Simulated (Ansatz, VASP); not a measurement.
# One calculation of KTaO3, two programs

Contents of INCAR:

```
SYSTEM = KTaO3
PREC = Accurate ; ENCUT = 600
EDIFF = 1E-7 ; ISMEAR = 0
SIGMA = 0.02 ; LREAL = .False.
LASPH = .True. ; NELM = 100
ALGO = Normal ; ISIF = 3
LWAVE = .False. ; LCHARG = .False.
GGA = PS ; IBRION = 2
NSW = 100 ; EDIFFG = -0.005
```

Contents of KPOINTS:

```
Automatic mesh
0
Gamma
  8 8 8
  0 0 0
```

Contents of POSCAR:

```
KTaO3
1.0
    3.9883000000      0.0000000000      0.0000000000
    0.0000000000      3.9883000000      0.0000000000
    0.0000000000      0.0000000000      3.9883000000
K Ta O
1 1 3
Direct
    0.5000000000      0.5000000000      0.5000000000
    0.0000000000      0.0000000000      0.0000000000
    0.5000000000      0.0000000000      0.0000000000
    0.0000000000      0.5000000000      0.0000000000
    0.0000000000      0.0000000000      0.5000000000
```

Input for Ansatz:

```yaml
crystal:
  lattice:
    - [3.9883, 0.0, 0.0]
    - [0.0, 3.9883, 0.0]
    - [0.0, 0.0, 3.9883]
  atoms:
    - { symbol: K, position: [0.5, 0.5, 0.5] }
    - { symbol: Ta, position: [0.0, 0.0, 0.0] }
    - { symbol: O, position: [0.5, 0.0, 0.0] }
    - { symbol: O, position: [0.0, 0.5, 0.0] }
    - { symbol: O, position: [0.0, 0.0, 0.5] }
basis:
  ecutwfc: 420
kpoints:
  mp_grid: { grid: [8, 8, 8] }
hamiltonian:
  xc: pbesol
scf:
  occupations: { method: gaussian, width: 0.02 }
output:
  forces: true
  stress: true
  eigenvalues: true
relax:
  adjacent_minimum: "off"
  f_tol: 0.005
  max_steps: 80
  cell: { stress_tol: 0.05 }
```

Alike in both runs: task relaxation of cell and atoms; functional PBEsol; k mesh 8 × 8 × 8; occupations gaussian, width 0.02 eV; no spin polarisation.

|  | VASP | Ansatz |
| --- | --- | --- |
| version | VASP 6.6.1 | Ansatz 0.2.0 |
| potentials or method | VASP PAW PBE potentials, release 64 (K_sv, Ta_pv, O) | scalar-relativistic, plane waves, PAW |
| plane-wave cutoff (eV) | 600 | 420 |
| valence electrons in the cell | 38 | 40 |

|  | VASP | Ansatz | Ansatz less VASP |
| --- | --- | --- | --- |
| gap on the k mesh at the Fermi level, each at its own relaxed structure (eV) | 2.09 | 2.14 | +0.050 |
| relaxed volume (Å³/atom) | 12.70 | 12.66 | -0.036 |
| relaxed cell length with the largest relative difference (Å) | 3.989 | 3.985 | -0.0037 |

The two sets of potentials don't hold the same shells in valence.

Caveats: the PAW data sets were made with another functional, which shifts forces and pressure a little (VASP); spin-orbit coupling is left out, which moves the levels of the heavy elements. A hybrid or GW would open this gap; PBEsol tends to underestimate it. A k mesh can miss the band edges.
